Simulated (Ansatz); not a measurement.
Crystal: CuO.

```
Cu O
1.0
     3.17953    0.00000    0.00000
    -1.58977    2.75356    0.00000
     0.00000    0.00000    4.43149
Cu O
2 2
Cartesian
  0.0000 0.0000 0.0000
  0.0000 0.0000 2.2157
  0.0000 1.8357 1.1079
  1.5898 0.9179 3.3236
```

Measurements of this composition are mostly on another form, of space group No. 15.

Program: Ansatz 0.2.0. Alike in all runs: task projected density of states; level LDA+U; potentials or basis Ansatz PAW; no spin polarisation; cell as given; k mesh 10 × 10 × 6; cutoff (eV) 420; smearing fermi-dirac 0.05 eV.

**Question.** Order these runs on this cell by their pressure, lowest first.
A. U Cu d U = 3 eV
B. U Cu d U = 6 eV
C. U Cu d U = 8 eV

**Answer.** A (-8.5 GPa), B (-6.5 GPa), C (-4.7 GPa).

Caveats: the run has no spin polarisation, though such a crystal can be magnetic; U without spin polarisation on a metal has little footing; the PAW data sets come from PBE, with cores solved anew for the run's functional, which leaves a small shift of forces and pressure.
